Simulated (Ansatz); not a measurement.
`FC(F)(F)[TeH]` + PH₃ → `P[TeH]` + trifluoromethane at 700 K and 1 bar (ligand exchange at a Te–C bond).

Isolated molecules relaxed with PBE0-D4/def2-TZVP in Ansatz; ΔE leaves out vibrations. CCSD(T)/CBS adds triple-zeta CCSD(T) − MP2 to the extrapolated MP2 energy (def2 sets, frozen cores). This one scheme is used for every species. Elements past krypton have def2 core potentials. For Te outer-core shells are correlated without core-valence functions, which leaves a few kJ/mol of doubt a bond.

```tsv
species	CCSD(T)/CBS energy (Eh)	H − E (kJ/mol)	S (J/(mol·K))
`FC(F)(F)[TeH]`	-605.73243	111.6	417.3
PH₃	-342.72256	91.5	248.3
`P[TeH]`	-610.46278	106.3	350.1
`FC(F)F`	-338.02896	105.5	315.2
```

H − E and S are ideal-gas, rigid-rotor, harmonic terms from PBE0-D4/def2-TZVP. 1 Eh = 2625.50 kJ/mol, R = 8.31446 J/(mol·K).

By hand: ΔE, ΔH, ΔS and ΔG.

ΔE = (-610.46278) + (-338.02896) − (-605.73243) − (-342.72256) = -0.03675 Eh = -96.5 kJ/mol. Δ(H − E) = 106.3 + 105.5 − 111.6 − 91.5 = 8.7, so ΔH = -87.8 kJ/mol. ΔS = 350.1 + 315.2 − 417.3 − 248.3 = -0.3 J/(mol·K). ΔG = -87.8 − 700 × (-0.3)/1000 = -87.6 kJ/mol.

By hand: the equilibrium constant, and the temperature at which ΔG would vanish if ΔH and ΔS stayed fixed.

log₁₀ K = −ΔG/(RT ln 10) = 6.5. ΔG = 0 at ΔH/ΔS = 292667 K, far beyond where these terms or the molecules hold.

The number of gas molecules stays the same, so ΔS is small and ΔH decides. A doubt of 5 kJ/mol in ΔE shifts log₁₀ K by 0.4 here. These are equilibria of isolated gas molecules and say nothing of rates. Largest T1 diagnostic: 0.013 (customary marks: 0.02 for closed shells, 0.045 for open ones).
